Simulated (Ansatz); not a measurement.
# BAs: the cost of one run

Method: DFT PBEsol, scalar-relativistic, plane waves, PAW, in Ansatz 0.2.0.

4 further runs of the same task are left out: 1 that didn't finish, 3 set aside as unsound or not needed.

## 1. Starting point

It takes space group F-43m (No. 216, cubic). Conventional cell: a = 4.768 Å, b = 4.768 Å, c = 4.768 Å, α = 90.00°, β = 90.00°, γ = 90.00°. B (site symmetry -43m) has 4 As at 2.06 Å as nearest neighbours. Around As (site symmetry -43m) lie 4 B at 2.06 Å.

Coordinates:

```xyz
2
Lattice="0.0000 2.3839 2.3839 2.3839 0.0000 2.3839 2.3839 2.3839 0.0000" Properties=species:S:1:pos:R:3 pbc="T T T"
B     0.0000    0.0000    0.0000
As    3.5759    3.5759    3.5759
```

This cell was relaxed beforehand with the same method: volume 13.55 Å³/atom, gap on the mesh 1.08 eV.

## 2. Phonons at the zone centre

Contents of input.yaml:

```yaml
crystal:
  lattice:
    - [0.0, 2.3896378929, 2.3896378929]
    - [2.3896378929, 0.0, 2.3896378929]
    - [2.3896378929, 2.3896378929, 0.0]
  atoms:
    - { symbol: B, position: [0.0, 0.0, 0.0] }
    - { symbol: As, position: [0.75, 0.75, 0.75] }
basis:
  ecutwfc: 420
kpoints:
  mp_grid: { grid: [10, 10, 10] }
hamiltonian:
  xc: pbesol
scf:
  occupations: { method: fixed }
output:
  eigenvalues: true
phonons:
  method: dfpt
  dielectric: true
  rigid_motions: translations
  eigenvectors: true
```

The run is started by

```sh
$ ansatz run input.yaml --threads 1 --pin off --max-ram 3072MiB --backend cpu --events-out ev --progress --plain --runs-dir out
```

**Question.** How long does this run take on 1 thread of Intel Xeon Platinum 8488C (Sapphire Rapids), shared host, and how much memory does it need?

About 41 s, with a peak of 0.6 GiB.
